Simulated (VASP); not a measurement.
# Ge (Fd-3m) in VASP: notebook

The runs below take Ge through relaxation of the atoms, relaxation of cell and atoms, with PBE+D3(BJ), PBE.

Everything below comes from runs of VASP 6.6.1. Logs are shortened: lines on timing, memory, paths and dates and some standing lists are left out, and cuts for length are marked.

### Step 1. The crystal as given

The structure is cubic, space group Fd-3m (No. 227). Conventional cell: a = 5.658 Å, b = 5.658 Å, c = 5.658 Å, α = 90.00°, β = 90.00°, γ = 90.00°. Ge (site symmetry -43m) is surrounded by 4 Ge at 2.45 Å.

### Step 2. Relaxation of the atoms, PBE+D3(BJ) (a relaxed cell with its volume scaled by 1.04)

Input file INCAR:

```
SYSTEM = Ge
  PREC = Accurate
  ENCUT = 600
  EDIFF = 1E-7
  ISMEAR = 0
  SIGMA = 0.03
  LREAL = .FALSE.
  LASPH = .TRUE.
  NELM = 80
  ALGO = Normal
  ISIF = 2
  LWAVE = .FALSE.
  LCHARG = .FALSE.
  GGA = PE
  IVDW = 12
  IBRION = 2
  NSW = 40
  EDIFFG = -0.01
```

Input file KPOINTS:

```
Automatic mesh
0
G
  10 10 10
  0 0 0
```

Input file POSCAR:

```
Ge                                      
1.0
   -0.0000000000      2.8866429062      2.8866429062
    2.8866429062     -0.0000000000      2.8866429062
    2.8866429062      2.8866429062     -0.0000000000
  Ge            
     2
Direct
     0.0000000000000000    0.0000000000000000    0.0000000000000000
     0.2500000000000000    0.2500000000000000    0.2500000000000000
```

Potentials or basis: VASP PAW PBE potentials, release 64 (Ge_d).

On the command line:

```console
$ cat potpaw_PBE.64/Ge_d/POTCAR > POTCAR
$ mpirun -np 1 vasp_std > vasp.out
```

OUTCAR:

```text
SYSTEM = Ge
   PREC = Accurate
   ENCUT = 600
   EDIFF = 1E-7
   ISMEAR = 0
   LREAL = .FALSE.
   LASPH = .TRUE.
   NELM = 80
   ISIF = 2
   GGA = PE
   IVDW = 12
   IBRION = 2
   NSW = 40
   EDIFFG = -0.01
 IVDW          = 12

 ion  position               nearest neighbor table
   1  0.000  0.000  0.000-   2 2.50   2 2.50   2 2.50   2 2.50
   2  0.250  0.250  0.250-   1 2.50   1 2.50   1 2.50   1 2.50

  LATTYP: Found a face centered cubic cell.
 ALAT       =     5.7732858124

  Lattice vectors:

 A1 = (   0.0000000000,   2.8866429062,   2.8866429062)
 A2 = (   2.8866429062,   0.0000000000,   2.8866429062)
 A3 = (   2.8866429062,   2.8866429062,   0.0000000000)

Analysis of symmetry for initial positions (statically):
=====================================================================
 Subroutine PRICEL returns:
 Original cell was already a primitive cell.

 Routine SETGRP: Setting up the symmetry group for a
 face centered cubic supercell.

 Subroutine GETGRP returns: Found 48 space group operations
 (whereof 24 operations were pure point group operations)
 out of a pool of 48 trial point group operations.

The static configuration has the point symmetry T_d .
 The point group associated with its full space group is O_h .

Analysis of symmetry for dynamics (positions and initial velocities):
=====================================================================
 Subroutine PRICEL returns:
 Original cell was already a primitive cell.

 Routine SETGRP: Setting up the symmetry group for a
 face centered cubic supercell.

 Subroutine GETGRP returns: Found 48 space group operations
 (whereof 24 operations were pure point group operations)
 out of a pool of 48 trial point group operations.

The dynamic configuration has the point symmetry T_d .
 The point group associated with its full space group is O_h .

 Subroutine INISYM returns: Found 48 space group operations
 (whereof 24 operations are pure point group operations),
 and found     1 'primitive' translations

----------------------------------------------------------------------------------------

                                     Primitive cell

  volume of cell :      48.1071

  direct lattice vectors                    reciprocal lattice vectors
     0.000000000  2.886642906  2.886642906    -0.173211587  0.173211587  0.173211587
     2.886642906  0.000000000  2.886642906     0.173211587 -0.173211587  0.173211587
     2.886642906  2.886642906  0.000000000     0.173211587  0.173211587 -0.173211587

  length of vectors
     4.082329548  4.082329548  4.082329548     0.300011270  0.300011270  0.300011270

  position of ions in fractional coordinates (direct lattice)
     0.000000000  0.000000000  0.000000000
     0.250000000  0.250000000  0.250000000

  ion indices of the primitive-cell ions
   primitive index   ion index
                 1           1
                 2           2

----------------------------------------------------------------------------------------

 KPOINTS: Automatic mesh

Automatic generation of k-mesh.
 Grid dimensions read from file:
 generate k-points for:   10   10   10

 Generating k-lattice:

  Cartesian coordinates                     Fractional coordinates (reciprocal lattice)
    -0.017321159  0.017321159  0.017321159     0.100000000  0.000000000  0.000000000
     0.017321159 -0.017321159  0.017321159     0.000000000  0.100000000  0.000000000
     0.017321159  0.017321159 -0.017321159     0.000000000  0.000000000  0.100000000

  Length of vectors
     0.030001127  0.030001127  0.030001127

  Shift w.r.t. Gamma in fractional coordinates (k-lattice)
     0.000000000  0.000000000  0.000000000

 Subroutine IBZKPT returns following result:
 ===========================================

 Found     47 irreducible k-points:

 Following reciprocal coordinates:
            Coordinates               Weight
  0.000000  0.000000  0.000000      1.000000
  0.100000  0.000000  0.000000      8.000000
  0.200000  0.000000  0.000000      8.000000
  0.300000  0.000000  0.000000      8.000000
  0.400000  0.000000  0.000000      8.000000
  0.500000  0.000000  0.000000      4.000000
[... 16 lines left out ...]
  0.300000  0.300000  0.000000      6.000000
  0.400000  0.300000  0.000000     24.000000
 [... further k-points ...]
   k-points           NKPTS =     47   k-points in BZ     NKDIM =     47   number of bands    NBANDS=     18
   number of dos      NEDOS =    301   number of ions     NIONS =      2
   total plane-waves  NPLWV =  46656
   dimension x,y,z NGX =    36 NGY =   36 NGZ =   36
   dimension x,y,z NGXF=    72 NGYF=   72 NGZF=   72
   ions per type =               2
   NGX,Y,Z   is equivalent  to a cutoff of  14.66, 14.66, 14.66 a.u.
   NGXF,Y,Z  is equivalent  to a cutoff of  29.32, 29.32, 29.32 a.u.
 SYSTEM =  Ge
   PREC   = accura    normal or accurate (medium, high low for compatibility)
   ISTART =      0    job   : 0-new  1-cont  2-samecut
   ICHARG =      2    charge: 1-file 2-atom 10-const
   ISPIN  =      1    spin polarized calculation?
   LNONCOLLINEAR =      F non collinear calculations
   LSORBIT =      F    spin-orbit coupling
   LASPH  =      T    aspherical Exc in radial PAW
   ENCUT  =  600.0 eV  44.10 Ry    6.64 a.u.   8.15  8.15  8.15*2*pi/ulx,y,z
   NELM   =     80;   NELMIN=  2; NELMDL= -5     # of ELM steps
   EDIFF  = 0.1E-06   stopping-criterion for ELM
   LREAL  =      F    real-space projection
   EDIFFG = -.1E-01   stopping-criterion for IOM
   NSW    =     40    number of steps for IOM
   IBRION =      2    ionic relax: 0-MD 1-quasi-New 2-CG
   NFREE  =      1    steps in history (QN), initial steepest desc. (CG)
   ISIF   =      2    stress and relaxation
   ISYM   =      2    0-nonsym 1-usesym 2-fastsym
   POTIM  = 0.5000    time-step for ionic-motion
   TEBEG  =    0.0;   TEEND  =   0.0 temperature during run
   PSTRESS=    0.0 pullay stress
   NELECT =      28.0000    total number of electrons
   NUPDOWN=      -1.0000    fix difference up-down
   EMIN   =  10.00;   EMAX   =-10.00  energy-range for DOS
   EFERMI =   0.00;   METHOD = LEGACY
   ISMEAR =     0;   SIGMA  =   0.03  broadening in eV -4-tet -1-fermi 0-gaus
   EFERMI_NEDOS =   21; number of points for ismear=-14 and -15
   IALGO  =     38    algorithm
   IMIX   =      4    mixing-type and parameters
     AMIX     =   0.40;   BMIX     =  1.00
     AMIX_MAG =   1.60;   BMIX_MAG =  1.00
  volume/ion in A,a.u.               =      24.05       162.32
  Fermi-wavevector in a.u.,A,eV,Ry     =   1.366861  2.582993 25.419898  1.868310
  Thomas-Fermi vector in A             =   2.492965
   LORBIT       =      0    0 simple, 1 ext, 2 COOP (PROOUT), +10 PAW based schemes
   GGA     = PE    functional components
   LHFCALC =     F    Hartree Fock is set to
   AEXX    =    0.0000 exact exchange contribution
   IVDW    =    12    specifies the selected vdW correction
   LEPSILON=     F    determine dielectric tensor
   LRPA    =     F    only Hartree local field effects (RPA)
 conjugate gradient relaxation of ions
 non-spin polarized calculation
 Gauss-broadening in eV      SIGMA  =   0.03
  energy-cutoff  :      600.00
  volume of cell :       48.11
 maximum number of plane-waves:      1639
 NGX is ok and might be reduce to    36
   NGX = 17   NGY = 17   NGZ = 17

 number of electron      28.0000003 magnetization

 Free energy of the ion-electron system (eV)
  ---------------------------------------------------
  ext. energy  EPLUGINS =         0.00000000
  ---------------------------------------------------
  free energy    TOTEN  =        -9.03347830 eV

  energy without entropy =       -9.03337866  energy(sigma->0) =       -9.03342848

 E-fermi :   4.4121     XC(G=0):  -9.6401

 val. band max:        4.2088089963   @ k =   0.1000   0.0000   0.0000
 cond. band min:       4.4203160691   @ k =   0.0000   0.0000   0.0000
 fundamental gap:      0.2115070727
 Fermi energy:         4.4121000320

 k-point     1 :       0.0000    0.0000    0.0000
  band No.  band energies     occupation
      1     -20.3182      2.00000
      2     -20.3182      2.00000
      3     -20.3182      2.00000
      4     -20.2866      2.00000
      5     -20.2866      2.00000
      6     -20.1066      2.00000
[... 10 lines left out ...]
     17       6.9462      0.00000
     18       6.9462      0.00000

 k-point     2 :       0.1000    0.0000    0.0000
  band No.  band energies     occupation
      1     -20.3230      2.00000
      2     -20.3230      2.00000
      3     -20.3168      2.00000
      4     -20.2800      2.00000
      5     -20.2800      2.00000
      6     -20.1150      2.00000
[... 10 lines left out ...]
     17       7.2321      0.00000
     18       7.4355      0.00000

 k-point     3 :       0.2000    0.0000    0.0000
  band No.  band energies     occupation
      1     -20.3306      2.00000
      2     -20.3306      2.00000
      3     -20.3130      2.00000
      4     -20.2680      2.00000
      5     -20.2680      2.00000
      6     -20.1256      2.00000
[... 10 lines left out ...]
     17       7.7673      0.00000
     18       8.8688      0.00000

 k-point     4 :       0.3000    0.0000    0.0000
  band No.  band energies     occupation
      1     -20.3360      2.00000
      2     -20.3360      2.00000
      3     -20.3082      2.00000
      4     -20.2580      2.00000
      5     -20.2580      2.00000
      6     -20.1334      2.00000
[... 10 lines left out ...]
     17       8.0972      0.00000
     18      10.5861      0.00000

 k-point     5 :       0.4000    0.0000    0.0000
  band No.  band energies     occupation
      1     -20.3386      2.00000
      2     -20.3386      2.00000
      3     -20.3043      2.00000
      4     -20.2524      2.00000
      5     -20.2524      2.00000
      6     -20.1372      2.00000
[... 10 lines left out ...]
     17       8.1492      0.00000
     18      11.5777      0.00000

 k-point     6 :       0.5000    0.0000    0.0000
  band No.  band energies     occupation
      1     -20.3393      2.00000
      2     -20.3393      2.00000
      3     -20.3027      2.00000
      4     -20.2508      2.00000
      5     -20.2508      2.00000
      6     -20.1382      2.00000
[... 10 lines left out ...]
     17       8.1330      0.00000
     18      11.5154      0.00000

 k-point     7 :       0.1000    0.1000    0.0000
  band No.  band energies     occupation
      1     -20.3229      2.00000
      2     -20.3215      2.00000
      3     -20.3215      2.00000
      4     -20.2817      2.00000
      5     -20.2730      2.00000
      6     -20.1286      2.00000
[... 10 lines left out ...]
     17       7.7159      0.00000
     18       7.7159      0.00000

 k-point     8 :       0.2000    0.1000    0.0000
  band No.  band energies     occupation
      1     -20.3316      2.00000
      2     -20.3270      2.00000
      3     -20.3173      2.00000
      4     -20.2731      2.00000
      5     -20.2600      2.00000
      6     -20.1426      2.00000
[... 10 lines left out ...]
     17       8.3689      0.00000
     18       8.6883      0.00000
[... 229 lines left out ...]
     17       9.7173      0.00000
     18      10.0353      0.00000

 k-point    20 :      -0.4000    0.2000    0.0000
  band No.  band energies     occupation
      1     -20.3565      2.00000
      2     -20.3456      2.00000
      3     -20.2793      2.00000
      4     -20.2354      2.00000
      5     -20.2284      2.00000
      6     -20.1646      2.00000
[... 10 lines left out ...]
     17       9.3816      0.00000
     18      11.4280      0.00000

 k-point    21 :      -0.3000    0.2000    0.0000
  band No.  band energies     occupation
      1     -20.3521      2.00000
      2     -20.3459      2.00000
      3     -20.2822      2.00000
      4     -20.2492      2.00000
      5     -20.2291      2.00000
      6     -20.1619      2.00000
[... 10 lines left out ...]
     17       8.9473      0.00000
     18      10.2952      0.00000

 k-point    22 :      -0.2000    0.2000    0.0000
  band No.  band energies     occupation
      1     -20.3432      2.00000
      2     -20.3432      2.00000
      3     -20.2948      2.00000
      4     -20.2590      2.00000
      5     -20.2397      2.00000
      6     -20.1540      2.00000
[... 10 lines left out ...]
     17       8.5187      0.00000
     18       9.4236      0.00000

 k-point    23 :       0.3000    0.3000    0.0000
  band No.  band energies     occupation
      1     -20.3385      2.00000
      2     -20.3385      2.00000
      3     -20.3175      2.00000
      4     -20.2462      2.00000
      5     -20.2109      2.00000
      6     -20.2000      2.00000
[... 10 lines left out ...]
     17      10.8629      0.00000
     18      10.8629      0.00000

 k-point    24 :       0.4000    0.3000    0.0000
  band No.  band energies     occupation
      1     -20.3471      2.00000
      2     -20.3425      2.00000
      3     -20.3034      2.00000
      4     -20.2334      2.00000
      5     -20.2150      2.00000
      6     -20.1963      2.00000
[... 10 lines left out ...]
     17      10.8171      0.00000
     18      11.3586      0.00000

 [... further k-points ...]

------------------------ aborting loop because EDIFF is reached ----------------------------------------

 Edisp (eV)   -0.55891

 E8    (eV) :    -0.2502

  FORCE on cell =-STRESS in cart. coord.  units (eV):
  Direction    XX          YY          ZZ          XY          YZ          ZX
  --------------------------------------------------------------------------------------
  -------------------------------------------------------------------------------------
  Total      -0.67548    -0.67548    -0.67548     0.00000     0.00000     0.00000
  in kB     -22.49650   -22.49650   -22.49650     0.00000     0.00000     0.00000
  external pressure =      -22.50 kB  Pullay stress =        0.00 kB

 VOLUME and BASIS-vectors are now :
 -----------------------------------------------------------------------------
  energy-cutoff  :      600.00
  volume of cell :       48.11
      direct lattice vectors                 reciprocal lattice vectors
     0.000000000  2.886642906  2.886642906    -0.173211587  0.173211587  0.173211587
     2.886642906  0.000000000  2.886642906     0.173211587 -0.173211587  0.173211587
     2.886642906  2.886642906  0.000000000     0.173211587  0.173211587 -0.173211587

 POSITION                                       TOTAL-FORCE (eV/Angst)
 -----------------------------------------------------------------------------------
      0.00000      0.00000      0.00000         0.000000      0.000000      0.000000
      1.44332      1.44332      1.44332        -0.000000     -0.000000     -0.000000
 -----------------------------------------------------------------------------------
    total drift:                                0.000000      0.000000      0.000000

  FREE ENERGIE OF THE ION-ELECTRON SYSTEM (eV)
  ---------------------------------------------------
  free  energy   TOTEN  =        -9.5923876689 eV

  energy  without entropy=       -9.5922880324  energy(sigma->0) =       -9.59233785

 reached required accuracy - stopping structural energy minimisation
```

Wall time 47 s (1 thread of AMD EPYC 7R13 (Zen 3), shared host); peak memory 0.19 GiB.

What came out:

```yaml
Free_energy: -9.5924 eV
Pressure_after_relaxing: -2.2 GPa
Band_gap_on_the_k_mesh: none (metal or under the smearing width)
Dispersion_energy_per_atom: -0.279 eV
```

Final structure:
```
Ge
1.0
     0.00000    2.88664    2.88664
     2.88664    0.00000    2.88664
     2.88664    2.88664    0.00000
Ge
2
Direct
  0.00000 0.00000 0.00000
  0.25000 0.25000 0.25000
```

Levels at points of the mesh, in eV from the Fermi level:
| k point | band 12 | band 13 | band 14 | band 15 | band 16 | band 17 |
| --- | --- | --- | --- | --- | --- | --- |
| (0.00, 0.00, 0.00) | -0.50 | 0.01 | 0.01 | 0.01 | 2.53 | 2.53 |
| (0.50, 0.00, 0.00) | -7.32 | -1.31 | -1.31 | 0.02 | 3.72 | 3.72 |
| (0.50, 0.50, 0.00) | -8.66 | -2.86 | -2.86 | 0.83 | 0.83 | 9.03 |

Caveat: the relaxation stopped at its first step, so nothing moved; pairwise dispersion overbinds metals, which lowers pressure and volume.

### Step 3. Relaxation of the atoms, PBE+D3(BJ) (a relaxed cell with its volume scaled by 1.06)

INCAR is that of step 2.

KPOINTS is that of step 2.

Input file POSCAR:

```
Ge                                      
1.0
   -0.0000000000      2.9050296625      2.9050296625
    2.9050296625     -0.0000000000      2.9050296625
    2.9050296625      2.9050296625     -0.0000000000
  Ge            
     2
Direct
     0.0000000000000000    0.0000000000000000    0.0000000000000000
     0.2500000000000000    0.2500000000000000    0.2500000000000000
```

Potentials or basis: VASP PAW PBE potentials, release 64 (Ge_d).

On the command line:

```console
$ cat potpaw_PBE.64/Ge_d/POTCAR > POTCAR
$ mpirun -np 1 vasp_std > vasp.out
```

It took 50 s on 1 thread of AMD EPYC 7R13 (Zen 3), shared host; peak memory 0.19 GiB.

The run converged. Its results:

```
Free energy                : -9.5771 eV
Pressure after relaxing    : -3.1 GPa
Band gap on the k mesh     : none (metal or under the smearing width)
Dispersion energy per atom : -0.274 eV
```

Final structure:
```
Ge
1.0
     0.00000    2.90503    2.90503
     2.90503    0.00000    2.90503
     2.90503    2.90503    0.00000
Ge
2
Direct
  0.00000 0.00000 0.00000
  0.25000 0.25000 0.25000
```

Levels at points of the mesh, in eV from the Fermi level:
```tsv
k point	band 12	band 13	band 14	band 15	band 16	band 17
(0.00, 0.00, 0.00)	-0.63	0.05	0.05	0.05	2.56	2.56
(0.50, 0.00, 0.00)	-7.21	-1.24	-1.24	0.00	3.75	3.75
(0.50, 0.50, 0.00)	-8.56	-2.76	-2.76	0.89	0.89	8.91
```

Caveat: the relaxation stopped at its first step, so nothing moved; pairwise dispersion overbinds metals, which lowers pressure and volume.

### Step 4. Relaxation of cell and atoms, PBE

Input file INCAR:

```
PREC     = Accurate       # precision mode
ENCUT    = 600            # plane-wave cutoff, eV
EDIFF    = 1E-6           # SCF threshold, eV
ISMEAR   = 0              # smearing method
SIGMA    = 0.03           # smearing width, eV
LREAL    = False          # projectors in reciprocal space
LASPH    = True           # aspherical terms in the spheres
NELM     = 80             # most SCF steps
ALGO     = Normal         # electronic algorithm
ISIF     = 3              # what is computed and relaxed
LWAVE    = False          # write WAVECAR
LCHARG   = False          # write CHGCAR
GGA      = PE             # functional
IBRION   = 2              # ionic algorithm
NSW      = 90             # ionic steps
EDIFFG   = -0.01          # ionic threshold
```

Input file KPOINTS:

```
Automatic mesh
0
Gamma
  10 10 10
```

Input file POSCAR:

```
Ge
1.0
    0.0000000000      2.8289100000      2.8289100000
    2.8289100000      0.0000000000      2.8289100000
    2.8289100000      2.8289100000      0.0000000000
Ge
2
Direct
    0.0000000000      0.0000000000      0.0000000000
    0.2500000000      0.2500000000      0.2500000000
```

On the command line:

```console
$ cat potpaw_PBE.64/Ge_d/POTCAR > POTCAR
$ mpirun -np 1 vasp_std > vasp.out
```

Run time: 46 s. Hardware: 1 thread of Intel Xeon 6975P-C (Granite Rapids), shared host; peak memory 0.2 GiB.

The run converged. Its results:

| Item | Value |
| --- | --- |
| Free energy | -9.0336 eV |
| Relaxed volume | 23.84 Å³/atom |
| Relaxed cell | a = 4.070 Å, b = 4.070 Å, c = 4.070 Å, α = 60.00°, β = 60.00°, γ = 60.00° |
| Space group after relaxing (to 0.05 Å) | Fd-3m (No. 227) |
| Energy gained by relaxing | 13.4 meV/atom |
| Ionic steps | 5 |
| Pressure after relaxing | 0.0 GPa |
| Band gap on the k mesh | none (metal or under the smearing width) |

Step by step:
```tsv
step	energy change (eV)	largest force (eV/Å)	pressure (GPa)	volume (Å³)
1	0.0000	0.0000	3.54	45.28
2	-0.0242	0.0000	-1.11	48.64
3	-0.0269	0.0000	-0.27	47.78
4	-0.0268	0.0000	0.23	47.60
5	-0.0269	0.0000	0.01	47.68
```

Final structure:
```xyz
2
Lattice="0.0000 2.8781 2.8781 2.8781 0.0000 2.8781 2.8781 2.8781 0.0000" Properties=species:S:1:pos:R:3 pbc="T T T"
Ge    0.0000    0.0000    0.0000
Ge    1.4391    1.4391    1.4391
```

Levels at points of the mesh, in eV from the Fermi level:
```
           k point  band 11  band 12  band 13  band 14  band 15  band 16  band 17  band 18
(0.00, 0.00, 0.00)   -12.39    -0.43     0.00     0.00     0.00     2.53     2.53     2.53
(0.50, 0.00, 0.00)   -10.43    -7.37    -1.33    -1.33     0.03     3.72     3.72     7.10
(0.50, 0.50, 0.00)    -8.70    -8.70    -2.90    -2.90     0.81     0.81     9.09     9.09
```

Caveat: this crystal is a semiconductor, whose small gap the functional closes, so the metal is an error of the method. PBE usually gives volumes a little too large and moduli too small.

[end of part 1 of 2]
